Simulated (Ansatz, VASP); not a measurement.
**Cross-check of Sb between VASP and Ansatz**

Aim: how closely do two programs agree when they are given the same cell, functional and k mesh? The cell is taken from a series of runs on this material, whose earlier steps may have relaxed, scaled, displaced or heated it; both programs get it as it stands.

Main program and level: Ansatz 0.2.0; plane waves, with VASP 6.6.1 beside it; single point at PBE.

### Step 1. The starting structure

The cell holds 2 atoms: 2 Sb. Cell: a = 4.087 Å, b = 4.087 Å, c = 26.500 Å, α = 90.0°, β = 90.0°, γ = 120.0°. Vacuum lies along c.

Coordinates:

```cif
data_structure
_symmetry_space_group_name_H-M 'P 1'
_symmetry_Int_Tables_number 1
_cell_length_a 4.0871
_cell_length_b 4.0871
_cell_length_c 26.5000
_cell_angle_alpha 90.000
_cell_angle_beta 90.000
_cell_angle_gamma 120.000
_cell_volume 383.36
loop_
_atom_site_label
_atom_site_type_symbol
_atom_site_fract_x
_atom_site_fract_y
_atom_site_fract_z
_atom_site_occupancy
Sb1 Sb 0.33333 0.66667 0.46896 1
Sb2 Sb 0.66667 0.33333 0.53104 1
```

### Step 2. VASP: single point, PBE, pair 1

A single point gives forces, pressure and levels at one fixed geometry, so differences don't come from the geometry; what else differs is listed under the comparison.

Lines of VASP's logs that name or quote its potential files are left out, and so is its time.

The input, INCAR:

```
SYSTEM = Sb
PREC = Accurate
ENCUT = 400
EDIFF = 1E-06
NELM = 120
ISMEAR = -1
SIGMA = 0.02
LREAL = .FALSE.
ALGO = Normal
GGA = PE
NBANDS = 11
LORBIT = 11
LWAVE = .FALSE.
LCHARG = .FALSE.
ISIF = 2
LDIPOL = .TRUE.
IDIPOL = 3
DIPOL = 0.5 0.5 0.5
LVHAR = .TRUE.
LASPH = .TRUE.
GGA_COMPAT = .FALSE.
EFERMI = MIDGAP
NELMDL = -8
KPAR = 2
```

The input, POSCAR:

```
Sb
1.0
    4.0871026385      0.0000000000      0.0000000000
   -2.0435513193      3.5395347128      0.0000000000
    0.0000000000      0.0000000000     26.5000000000
Sb
2
Direct
    0.3333333333      0.6666666667      0.4689640862
    0.6666666666      0.3333333334      0.5310359138
```

The input, KPOINTS:

```
Automatic mesh
0
Gamma
6 6 1
0 0 0
```

The projector-augmented-wave data sets are Sb (PBE family, release 64).

On the command line:

```sh
$ mpirun -np 2 vasp_std
```

Numbers of over 12 decimals in the logs are rounded to 6 here.

What it wrote:

```text
[banner, memory and clock lines left out]
running    2 mpi-ranks, on    1 nodes
 distrk:  each k-point on    1 cores,    2 groups
 distr:  one band on    1 cores,    1 groups

 POSCAR found type information on POSCAR Sb
 POSCAR found :  1 types and       2 ions
 LDA part: xc-table for (Slater+PW92), standard interpolation
 POSCAR, INCAR and KPOINTS ok, starting setup
 FFT: planning ... GRIDC
 FFT: planning ... GRID_SOFT
 FFT: planning ... GRID
 WAVECAR not read
 entering main loop
       N       E                     dE             d eps       ncg     rms          rms(c)
DAV:   1     0.523842156778E+02    0.52384E+02   -0.20843E+03   154   0.439E+02
DAV:   2    -0.368629952596E+01   -0.56071E+02   -0.50395E+02   231   0.811E+01
DAV:   3    -0.806008985015E+01   -0.43738E+01   -0.43663E+01   230   0.307E+01
DAV:   4    -0.812850560733E+01   -0.68416E-01   -0.68394E-01   189   0.461E+00
DAV:   5    -0.813078610132E+01   -0.22805E-02   -0.22804E-02   210   0.972E-01
DAV:   6    -0.813091430593E+01   -0.12820E-03   -0.12820E-03   216   0.184E-01
DAV:   7    -0.813091528947E+01   -0.98353E-06   -0.98367E-06   215   0.143E-02
DAV:   8    -0.813091531410E+01   -0.24630E-07   -0.24544E-07   165   0.258E-03    0.300E+00
DAV:   9    -0.810279971891E+01    0.28116E-01   -0.14199E-02   175   0.603E-01    0.186E+00
DAV:  10    -0.808383497170E+01    0.18965E-01   -0.37996E-02   175   0.983E-01    0.102E-01
DAV:  11    -0.808377322924E+01    0.61742E-04   -0.18106E-03   189   0.230E-01    0.402E-02
DAV:  12    -0.808357109322E+01    0.20214E-03   -0.26700E-04   207   0.839E-02    0.204E-02
DAV:  13    -0.808353979204E+01    0.31301E-04   -0.64987E-05   183   0.338E-02    0.128E-02
DAV:  14    -0.808356512225E+01   -0.25330E-04   -0.40928E-05   166   0.224E-02    0.689E-03
DAV:  15    -0.808367547014E+01   -0.11035E-03   -0.26509E-05   188   0.193E-02    0.287E-03
DAV:  16    -0.808374570472E+01   -0.70235E-04   -0.49414E-06   191   0.830E-03    0.150E-03
DAV:  17    -0.808377697608E+01   -0.31271E-04   -0.14261E-06   207   0.429E-03    0.944E-04
DAV:  18    -0.808380186420E+01   -0.24888E-04   -0.17509E-06   190   0.340E-03    0.498E-04
DAV:  19    -0.808381109865E+01   -0.92344E-05   -0.20042E-07   207   0.123E-03    0.441E-04
DAV:  20    -0.808381647657E+01   -0.53779E-05   -0.16798E-07   160   0.947E-04    0.215E-04
DAV:  21    -0.808381804001E+01   -0.15634E-05   -0.40964E-08   167   0.471E-04    0.717E-05
DAV:  22    -0.808381856095E+01   -0.52094E-06   -0.10922E-08   145   0.222E-04
   1 F= -.80838186E+01 E0= -.80838186E+01  d E =-.124781E-13
```

OUTCAR, selected parts (step 2):

```text
ion  position               nearest neighbor table
   1  0.333  0.667  0.469-   2 2.88   2 2.88   2 2.88
   2  0.667  0.333  0.531-   1 2.88   1 2.88   1 2.88

  LATTYP: Found a hexagonal cell.
 ALAT       =     4.0871026385
 C/A-ratio  =     6.4838107442

 Subroutine GETGRP returns: Found 12 space group operations
 (whereof 12 operations were pure point group operations)

The static configuration has the point symmetry D_3d.

 Found      7 irreducible k-points:

   k-points           NKPTS =      7   k-points in BZ     NKDIM =      7   number of bands    NBANDS=     11

   dimension x,y,z NGX =    28 NGY =   28 NGZ =  180
   dimension x,y,z NGXF=    56 NGYF=   56 NGZF=  360

   ENCUT  =  400.0 eV  29.40 Ry    5.42 a.u.   6.67  6.67 43.21*2*pi/ulx,y,z

   NELECT =      10.0000    total number of electrons

 k-points in reciprocal lattice and weights: Automatic mesh
   0.00000000  0.00000000  0.00000000       0.028
   0.16666667  0.00000000  0.00000000       0.167
   0.33333333 -0.00000000  0.00000000       0.167
   0.50000000  0.00000000  0.00000000       0.083
   0.16666667  0.16666667  0.00000000       0.167
   0.33333333  0.16666667  0.00000000       0.333
   0.33333333  0.33333333  0.00000000       0.056

 dipolmoment           0.000000      0.000000      0.000000 electrons x Angstroem

 average (electrostatic) potential at core
       1 -95.2807       2 -95.2807

 E-fermi :  -2.3614

 k-point     1 :       0.0000    0.0000    0.0000
  band No.  band energies     occupation
      1     -14.3837      2.00000
      2      -9.3390      2.00000
      3      -3.6652      2.00000
      4      -2.9764      2.00000
      5      -2.9764      2.00000
      6      -1.3696      0.00000
      7      -0.1763      0.00000
      8      -0.1763      0.00000
      9       1.2522      0.00000
     10       1.5174      0.00000
    ...

 k-point     2 :       0.1667    0.0000    0.0000
  band No.  band energies     occupation
      1     -14.0849      2.00000
      2      -9.3487      2.00000
      3      -4.8192      2.00000
      4      -3.5574      2.00000
      5      -3.5393      2.00000
      6      -1.2109      0.00000
      7       0.3140      0.00000
      8       0.3349      0.00000
      9       1.6042      0.00000
     10       1.8527      0.00000
    ...

 k-point     3 :       0.3333   -0.0000    0.0000
  band No.  band energies     occupation
      1     -13.2425      2.00000
      2      -9.9037      2.00000
      3      -6.0772      2.00000
      4      -4.2834      2.00000
      5      -3.8563      2.00000
      6      -1.7464      0.00000
      7       0.0593      0.00000
      8       0.5994      0.00000
      9       2.3425      0.00000
     10       2.4580      0.00000
    ...

  Total        0.4293757      0.4293757      0.1292606     -0.0000000      0.0000000      0.0000000
  in kB        1.7944876      1.7944876      0.5402181     -0.0000000      0.0000000      0.0000000
  external PRESSURE =       1.3763978 kB  Pullay stress =       0.0000000 kB

  energy-cutoff  :      400.00
  volume of cell :      383.36
      direct lattice vectors                 reciprocal lattice vectors
     4.087102639  0.000000000  0.000000000     0.244672104  0.141261505  0.000000000
    -2.043551319  3.539534713  0.000000000     0.000000000  0.282523010  0.000000000
     0.000000000  0.000000000 26.500000000     0.000000000  0.000000000  0.037735849

 POSITION                                       TOTAL-FORCE (eV/Angst)
 -----------------------------------------------------------------------------------
     -0.00000      2.35969     12.42755        -0.000000      0.000000     -0.081194
      2.04355      1.17984     14.07245         0.000000     -0.000000      0.081194
 -----------------------------------------------------------------------------------
    total drift:                                0.000000     -0.000000     -0.000000

  FREE ENERGIE OF THE ION-ELECTRON SYSTEM (eV)
  ---------------------------------------------------
  free  energy   TOTEN  =        -8.0838185610 eV

  energy  without entropy=       -8.0838185610  energy(sigma->0) =       -8.08381856

 vacuum level on the upper side and lower side of the slab         1.797         1.797

 total charge
# of ion       s       p       d       tot
------------------------------------------
    1        1.210   1.170   0.027   2.407
    2        1.210   1.170   0.027   2.407
--------------------------------------------------
tot          2.420   2.340   0.054   4.814

[... 3 further parts left out ...]
```

### Step 3. Ansatz: single point, PBE, pair 1

Ansatz runs on its PAW soft_1 files.

The same cell, functional, mesh and smearing now go to Ansatz, which takes its cutoff from its data sets.

The input, input.yaml:

```yaml
crystal:
  lattice:
    - [4.0871026385, 0.0, 0.0]
    - [-2.0435513193, 3.5395347128, 0.0]
    - [0.0, 0.0, 26.5]
  atoms:
    - { symbol: Sb, position: [0.3333333333, 0.6666666667, 0.4689640862] }
    - { symbol: Sb, position: [0.6666666667, 0.3333333333, 0.5310359138] }
  periodic: [true, true, false]
kpoints:
  mp_grid: { grid: [6, 6, 1] }
  band_path:
    path:
      - [0.0, 0.0, 0.0]
      - [0.5, 0.0, 0.0]
      - [0.3333333333, 0.3333333333, 0.0]
      - [0.3, 0.0, 0.0]
    npoints: 1
hamiltonian:
  xc: pbe
  pseudopotentials: { kind: paw, azcp: { folder: soft_1 } }
scf:
  occupations: { method: fermi_dirac, width: 0.02 }
  n_extra_bands: 4
output:
  eigenvalues: true
```

On the command line:

```sh
$ ansatz run input.yaml --threads 4 --pin off --max-ram 17510MiB --backend cpu --events-out ev --progress --plain --runs-dir out
```

What it wrote:

```text
scf.n_extra_bands = 4 over 15 filled bands (N_el = 30.0): the run solves 19 bands
Engine: ansatz 0.2.0, aarch64-unknown-linux-gnu
Pseudopotentials: kind: paw
Pseudopotential: Sb, paw, valence charge 15, recommended cutoff 420 eV (normal), soft_1/Sb.paw.azcp
Functional definition: PBE
  parameter kappa = 0.804
  parameter beta = 0.066725
  exchange = pbe_x(kappa = kappa, mu = beta*pi^2/3)
  correlation = pbe_c(beta = beta)
Crystal: 2 atoms, lattice volume = 383.361 Å³
Basis set: ecut = 420 eV, 7421 PW (Γ)
Bands: 19, of which v1, the nominal top of the filled ones, is band 15 counted from 1 (14 counted from 0)
Symmetry: 12 space group operations
Space group: P-3m1 (ITA 164), of the structure as read, at distance tolerance 7.3e-5 Å
k-points: 7 of 36
Non-local potential: Sb, projectors of the file, l = 0: 2, l = 1: 2, l = 2: 2, l = 3: 1
PAW form: soft (Blöchl's): semilocal exchange-correlation on the pseudo side does not see the compensation charge
PAW one-centre angular grid: Sb, 590 points (default); XC on 64 Gauss nodes
Initial density: superposition of atomic densities (neutral atoms: chi_scale 0, normalization atom)
Initial wavefunctions: pseudopotential atomic-orbital guess
Functional: x = pbe(κ = 0.804, μ = 0.219515), c = pbe(β = 0.066725)
iter 1 solved again at ethr=8.27e-4 eV; its pass at ethr=3.10e-3 eV (dr2=2.48e-1 eV) is discarded
SCF iter   1: F=—  HF=-12969.003204 eV  |F-HF|=—  |Δ(HF+E_count)|=         —  Δρ=7.82e-3  dr2=2.49e-1  ethr=8.27e-4  ⟨swp⟩=1.9  Hψ=1276  notcnv=0
preconditioner: auto → Resta (q_TF=auto, 1.784 Å⁻¹)  ε∞=1.6  [insulator: Δε(μ)=1.320 eV  Ē_g=8.019 eV  σ=0.020 eV  W_gap=1.00  n_scr=20 (ndim 8)  ℏωp=6.0 eV  f_vac=0.763  D(μ)=0.00/eV (n_scr^D=0)  ε∞_Penn≈1.6  vacuum switching on, ρ_ref=4.7e-3 e/Å³]
SCF iter   2: F=—  HF=-12968.974006 eV  |F-HF|=—  |Δ(HF+E_count)|=   2.92e-2  Δρ=4.11e-3  dr2=5.94e-2  ethr=8.27e-4  ⟨swp⟩=3.1  Hψ=192  notcnv=0
SCF iter   3: F=—  HF=-12968.971244 eV  |F-HF|=—  |Δ(HF+E_count)|=   2.76e-3  Δρ=5.74e-4  dr2=5.95e-4  ethr=1.98e-4  ⟨swp⟩=4.4  Hψ=300  notcnv=0
SCF iter   4: F=—  HF=-12968.971257 eV  |F-HF|=—  |Δ(HF+E_count)|=   1.35e-5  Δρ=1.17e-4  dr2=6.14e-5  ethr=1.98e-6  ⟨swp⟩=3.0  Hψ=279  notcnv=0
SCF iter   5: F=—  HF=-12968.971280 eV  |F-HF|=—  |Δ(HF+E_count)|=   2.26e-5  Δρ=4.10e-5  dr2=5.89e-6  ethr=2.05e-7  ⟨swp⟩=3.7  Hψ=256  notcnv=0
SCF iter   6: F=—  HF=-12968.971283 eV  |F-HF|=—  |Δ(HF+E_count)|=   3.59e-6  Δρ=1.10e-5  dr2=4.67e-7  ethr=1.96e-8  ⟨swp⟩=2.4  Hψ=191  notcnv=0
SCF iter   7: F=-12968.971284 eV  HF=-12968.971284 eV  |F-HF|=2.84e-9  |Δ(HF+E_count)|=   2.98e-7  Δρ=1.67e-6  dr2=9.73e-9  ethr=3.33e-10  ⟨swp⟩=8.6  Hψ=580  notcnv=0
SCF 1 converged in 7 iterations: F = -12968.971284 eV  dr2 = 9.73e-9
  greatest PAW one-centre occupation: 0.995 electrons in one spin orbital (limit 2), on the Sb atom at site 1 (counted from 0), in its partial waves of l = 2
NSCF: frozen V_eff on 4 k-points
SCF converged after 7 iterations
Free energy (F): -12968.971284 eV
Harris-Foulkes:  -12968.971284 eV  (|F-HF|=2.84e-9)
Internal energy: -12968.971284 eV  (E = F + TS)
E sigma→0 (E₀):  -12968.971284 eV
Fermi energy:    -4.133322 eV
--- Per-component energies (eV) ---
  E_band       = -757.147680
  E_kinetic    = 324.209413
  E_local      = -34362.282133  (includes V_loc(G=0)·N_el)
  E_nonlocal   = 779.464445
  E_hartree    = 16697.724601
  E_xc         = -196.527093
  E_vxc        = -179.804659  (∫ρ·V_xc dr)
  E_paw        = -9087.279776  (= ΣΔE_a)
  E_vpaw       = -714.191329  (= ΣTr[D̂ρ^β])
  E_aug_tail   = 0.000276  (compensation charges beyond the density's cutoff)
  E_ewald      = 12875.718984
  E_smearing   = -0.000000  (= −TS)
  E_closure    = 0.000000  (closes the sum)
  Σ components = -12968.971284   (vs F -12968.971284, Δ=0.00e0)
--- Band table (eV; the first three rows and the last of 7) ---
  k-point 0: bands = [... 11 lower, -11.1524, -5.4670, -4.7340, -4.7340, -3.0974, -1.9483, -1.9483, -0.5319]
  k-point 1: bands = [... 11 lower, -11.1568, -6.5685, -5.3621, -5.2957, -2.9748, -1.4660 (-1.4660°), -1.4271, -0.1764]
  k-point 2: bands = [... 11 lower, -11.6844, -7.8497, -6.0384, -5.6619, -3.5107, -1.7072, -1.1900, 0.5618]
  k-point 6: bands = [... 11 lower, -13.2699, -8.3443, -6.6276, -6.6276, -3.3373, -1.2030, -1.2030, 1.8338]
  ° read free of the cell's end (the report's vacuum.weakly_bound_levels)
```

Reading the cycles: dr2 is the Hartree energy of the density residual (eV), the measure of convergence; HF is the Harris–Foulkes estimate of the energy, which meets the free energy F at convergence.

### Step 4. Side by side

Known differences besides the potentials themselves: Ansatz cuts the interaction across the vacuum, VASP repeats the sheet with a dipole correction; the data sets hold 30 valence electrons in Ansatz (on its PAW soft_1 files) and 10 in VASP; the cutoff is 420 eV in Ansatz and 400 eV in VASP. Total energies have different zeros and are not compared.

Both answers:

| quantity | Ansatz | VASP | difference |
| --- | --- | --- | --- |
| gap on the k mesh (eV) | 1.223 | 1.230 | -0.007 |

A gap on the mesh is an upper bound, since the band edges may lie between its points. With vacuum in the cell, a pressure given here is an average over mostly empty space and none of the material.

### Step 5. VASP: single point, PBE, pair 2

With cell and atoms fixed, the geometry can't cause a difference; cores, projectors, grids and the points listed under the comparison can.

INCAR is that of step 2.

The input, POSCAR:

```
Sb
1.0
    4.1283865035      0.0000000000      0.0000000000
   -2.0641932518      3.5752875887      0.0000000000
    0.0000000000      0.0000000000     26.5000000000
Sb
2
Direct
    0.3333333333      0.6666666667      0.4692633505
    0.6666666666      0.3333333334      0.5307366495
```

KPOINTS is that of step 2.

On the command line:

```sh
$ mpirun -np 2 vasp_std
```

What it wrote:

```text
[... set-up lines as in an earlier step ...]
 entering main loop
       N       E                     dE             d eps       ncg     rms          rms(c)
DAV:   1     0.460500142706E+02    0.46050E+02   -0.21935E+03   154   0.441E+02
DAV:   2    -0.379274235709E+01   -0.49843E+02   -0.46228E+02   237   0.822E+01
DAV:   3    -0.805404290090E+01   -0.42613E+01   -0.42451E+01   211   0.298E+01
DAV:   4    -0.812885666841E+01   -0.74814E-01   -0.74804E-01   172   0.464E+00
[...]
DAV:  20    -0.808750401068E+01   -0.51247E-05   -0.14563E-07   168   0.897E-04    0.229E-04
DAV:  21    -0.808750562066E+01   -0.16100E-05   -0.34736E-08   167   0.457E-04    0.840E-05
DAV:  22    -0.808750638667E+01   -0.76601E-06   -0.19009E-08   142   0.278E-04
   1 F= -.80875064E+01 E0= -.80875064E+01  d E =-.946793E-15
```

From OUTCAR (step 5):

```text
  Total        0.0673336      0.0673336      0.1419193     -0.0000000      0.0000000     -0.0000000
  in kB        0.2758071      0.2758071      0.5813193     -0.0000000      0.0000000     -0.0000000
  external PRESSURE =       0.3776445 kB  Pullay stress =       0.0000000 kB

 POSITION                                       TOTAL-FORCE (eV/Angst)
 -----------------------------------------------------------------------------------
     -0.00000      2.38353     12.43548         0.000000      0.000000     -0.089625
      2.06419      1.19176     14.06452        -0.000000     -0.000000      0.089625
 -----------------------------------------------------------------------------------
    total drift:                                0.000000     -0.000000     -0.000000

  FREE ENERGIE OF THE ION-ELECTRON SYSTEM (eV)
  ---------------------------------------------------
  free  energy   TOTEN  =        -8.0875063867 eV

  energy  without entropy=       -8.0875063867  energy(sigma->0) =       -8.08750639

[... 1 part as in an earlier step ...]

[... 2 further parts left out ...]
[key lines of the parts left out:]
E-fermi :  -2.4634
```

### Step 6. Ansatz: single point, PBE, pair 2

The same cell, functional, mesh and smearing now go to Ansatz, which takes its cutoff from its data sets.

The cell is taken from a series of runs on this material, whose earlier steps may have relaxed, scaled, displaced or heated it; both programs get it as it stands.

input.yaml, the sections that differ from step 3:

```yaml
crystal:
  lattice:
    - [4.1283865035, 0.0, 0.0]
    - [-2.0641932518, 3.5752875887, 0.0]
    - [0.0, 0.0, 26.5]
  atoms:
    - { symbol: Sb, position: [0.3333333333, 0.6666666667, 0.4692633505] }
    - { symbol: Sb, position: [0.6666666667, 0.3333333333, 0.5307366495] }
  periodic: [true, true, false]
# kpoints, hamiltonian, scf, output: as in step 3
```

On the command line:

```sh
$ ansatz run input.yaml --threads 4 --pin off --max-ram 17510MiB --backend cpu --events-out ev --progress --plain --runs-dir out
```

What it wrote:

```text
[...]
Crystal: 2 atoms, lattice volume = 391.144 Å³
Basis set: ecut = 420 eV, 7565 PW (Γ)
Bands: 19, of which v1, the nominal top of the filled ones, is band 15 counted from 1 (14 counted from 0)
Symmetry: 12 space group operations
[...]
k-points: 7 of 36
[...]
k-point 0: bands = [... 11 lower, -11.1178, -5.3976, -4.8574, -4.8574, -3.2781, -2.0574, -2.0574, -0.5267]
  k-point 1: bands = [... 11 lower, -11.1480, -6.6167, -5.3958, -5.3124, -3.0552, -1.5750 (-1.5750°), -1.5646, -0.1900]
  k-point 2: bands = [... 11 lower, -11.7198, -7.8075, -6.1134, -5.6505, -3.5266, -1.7409, -1.2642, 0.5585]
  k-point 6: bands = [... 11 lower, -13.2901, -8.3187, -6.6092, -6.6092, -3.2845, -1.2234, -1.2234, 1.8092]
  ° read free of the cell's end (the report's vacuum.weakly_bound_levels)
[key lines of the parts left out:]
SCF converged after 7 iterations
Free energy (F): -12968.975625 eV
Fermi energy:    -4.202999 eV
```

### Step 7. Differences

What differs besides the data sets and the points named for the pairs above, as far as they apply: the data sets hold 30 valence electrons in Ansatz (on its PAW soft_1 files) and 10 in VASP. Total energies have different zeros and are not compared.

The two programs side by side:

| quantity | Ansatz | VASP | difference |
| --- | --- | --- | --- |
| gap on the k mesh (eV) | 1.331 | 1.336 | -0.006 |

A gap on the mesh is an upper bound, since the band edges may lie between its points. With vacuum in the cell, a pressure given here is an average over mostly empty space and none of the material.

[end of part 1 of 2]

[Lines on the potential files, build, host, timing and source positions are cut from VASP's logs without a mark.]

[Logs are printed without paths, hosts, clocks, repeated set-up lines and the standing remarks that a program may print on its own settings, such as how far it seeks lower states.]

[Hosts, paths, dates, database ids (printed as entryN), source tags and the programs' standing remarks are cut or masked in the printed files.]
